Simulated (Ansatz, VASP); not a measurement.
## AlH2: VASP beside Ansatz

File INCAR:

```
SYSTEM = AlH2
ALGO = Normal
EDIFF = 1E-6
EDIFFG = -0.01
ENCUT = 600
GGA = PE
IBRION = 2
ISIF = 3
ISMEAR = 0
LASPH = .TRUE.
LCHARG = .FALSE.
LREAL = .FALSE.
LWAVE = .FALSE.
NELM = 60
NSW = 100
PREC = Accurate
SIGMA = 0.1
```

KPOINTS

```
k-points
0
G
  18 18 10
  0 0 0
```

The input POSCAR:

```
AlH2
1.0
    2.7352831386      0.0000000000      0.0000000000
   -1.3676415693      2.3688246846      0.0000000000
    0.0000000000      0.0000000000      4.8761967996
Al H
1 2
Direct
    0.6666666667      0.3333333333      0.0000000000
    0.3333333333      0.6666666667      0.2211415716
    0.3333333333      0.6666666667      0.7788584284
```

Input for Ansatz:

```yaml
crystal:
  lattice:
    - [2.7352831386, 0.0, 0.0]
    - [-1.3676415693, 2.3688246846, 0.0]
    - [0.0, 0.0, 4.8761967996]
  atoms:
    - { symbol: Al, position: [0.6666666667, 0.3333333333, 0.0] }
    - { symbol: H, position: [0.3333333333, 0.6666666667, 0.2211415716] }
    - { symbol: H, position: [0.3333333333, 0.6666666667, 0.7788584284] }
basis:
  ecutwfc: 420
kpoints:
  mp_grid: { grid: [18, 18, 10] }
hamiltonian:
  xc: pbe
scf:
  occupations: { method: gaussian, width: 0.1 }
output:
  forces: true
  stress: true
  eigenvalues: true
  write_density: true
  write_potential: true
  elf: true
  volumetric_format: npy
relax:
  adjacent_minimum: "off"
  f_tol: 0.01
  max_steps: 80
  cell: { stress_tol: 0.05 }
```

Alike in both runs: task relaxation of cell and atoms; functional PBE; k mesh 18 × 18 × 10; occupations gaussian, width 0.1 eV; no spin polarisation.

|  | VASP | Ansatz |
| --- | --- | --- |
| version | VASP 6.6.1 | Ansatz 0.2.0 |
| potentials or method | VASP PAW PBE potentials, release 64 (Al, H) | scalar-relativistic, plane waves, PAW |
| plane-wave cutoff (eV) | 600 | 420 |
| valence electrons in the cell | 5 | 5 |

Ansatz gave:

| Property | Result |
| --- | --- |
| gap on the k mesh at the Fermi level, each at its own relaxed structure (eV) | none |
| relaxed volume (Å³/atom) | 11.19 |
| relaxed cell length with the largest relative difference (Å) | 5.194 |

Problem. Estimate VASP's values.

Solution. gap on the k mesh at the Fermi level, each at its own relaxed structure (eV): none; relaxed volume (Å³/atom): 11.25; relaxed cell length with the largest relative difference (Å): 5.228.

A gap of «none» marks a metal or a gap that the smearing closes.
